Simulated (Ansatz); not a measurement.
The system is ZrS.

```
CELL_PARAMETERS angstrom
0.00000 2.62500 2.62500
2.62500 0.00000 2.62500
2.62500 2.62500 0.00000
ATOMIC_POSITIONS crystal
Zr 0.00000 0.00000 0.00000
S 0.50000 0.50000 0.50000
```

```yaml
Program: Ansatz 0.2.0
Task: relaxation of cell and atoms
Functional: PBEsol
Dispersion: D3(BJ)-ATM
Potentials_or_basis: Ansatz PAW
Cutoff: "420 eV (not typed: the program's choice for these potentials)"
k_mesh: 9 × 9 × 9
Occupations: fermi-dirac, width 0.05 eV
Spin: no spin polarisation
```

At the start: volume 18.09 Å³/atom.

Task: How do energy, volume and symmetry change on relaxing?

Result: It ends after 6 steps and the volume is 16.76 Å³/atom (-7.3 %); space group Fm-3m (No. 225, to 0.05 Å).

The path:
```
step  energy change (eV)  largest force (eV/Å)  volume (Å³)
   1              0.0000                0.0000        36.18
   2             -0.0446                0.0000        31.84
   3             -0.0901                0.0000        33.76
   4             -0.0909                0.0000        33.55
   5             -0.0909                0.0000        33.53
   6             -0.0906                0.0000        33.53
```

Final structure:
```yaml
crystal:
  lattice:
    - [0.00000, 2.55937, 2.55937]
    - [2.55937, 0.00000, 2.55937]
    - [2.55937, 2.55937, 0.00000]
  atoms:
    - { symbol: Zr, position: [0.00000, 0.00000, 0.00000] }
    - { symbol: S, position: [0.50000, 0.50000, 0.50000] }
```

Caveat: the plane-wave basis is chosen anew once the cell has moved, so the energies of steps on either side of that aren't comparable; pairwise dispersion overbinds metals, which lowers pressure and volume; the PAW data sets come from PBE, with cores solved anew for the run's functional, which leaves a small shift of forces and pressure.
